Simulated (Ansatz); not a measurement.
Zincblende GaN, relaxed with r2SCAN in the PAW code Ansatz: the symmetry is F-43m (No. 216, cubic); a = 4.498 Å in the conventional setting, 11.37 Å³ an atom. Ga has 4 N at 1.95 Å; N has 4 Ga at 1.95 Å. It was then strained (epitaxial in the xy plane), atoms relaxed again within the symmetry left. Unstrained, HSE06 gives 3.005 eV (Γ, 6×6×6 mesh), and the band edges keep their places in every row. The normal direction was relaxed to zero stress. Only one sign of strain is shown, since it lowers the symmetry, and equivalent edge states can then move with another slope on the other side. Stress is positive in compression. No spin polarisation and no zero-point or thermal motion.

Axes as in this cell:
```yaml
crystal:
  lattice:
    - [0.00000, 2.24895, 2.24895]
    - [2.24895, 0.00000, 2.24895]
    - [2.24895, 2.24895, 0.00000]
  atoms:
    - { symbol: Ga, position: [0.00000, 0.00000, 0.00000] }
    - { symbol: N, position: [0.25000, 0.25000, 0.25000] }
```

| strain (%) | ε | ΔE_g, HSE06 (eV) | Δσ_xx, r2SCAN (GPa) |
| --- | --- | --- | --- |
| -4.0 | -0.0400 | +0.135 | +12.66 |
| -3.75 | -0.0375 | +0.128 | +11.75 |
| -2.28 | -0.0228 | +0.081 | +6.78 |
| -2.04 | -0.0204 | +0.072 | +6.00 |
| -1.0 | -0.0100 | +0.036 | +2.83 |

Problem. Fit ΔE_g = a x + b x² to these rows by least squares, with x = ε.

Solution. The normal equations take Σx² = 4.042e-03, Σx³ = -1.381e-04, Σx⁴ = 4.991e-06, ΣxΔE = -1.388e-02 and Σx²ΔE = 4.717e-04, and give a = -3.72 eV, b = -8.4 eV; the largest residual is 0.001 eV.

Problem. Fit the change of σ_xx in the same way.

Solution. Δσ_xx = -271.6 x + (1119) x² GPa. The slope, 272 GPa, is the biaxial modulus of the film.

Problem. Predict the withheld row at -3.0 % (x = -0.0300).

Solution. ΔE_g ≈ -3.72 × (-0.0300) + (-8.4) × (-0.0300)² = +0.104 eV, and Δσ_xx ≈ +9.16 GPa. The runs give +0.105 eV and +9.16 GPa, off by +0.001 eV and 0.00 GPa.
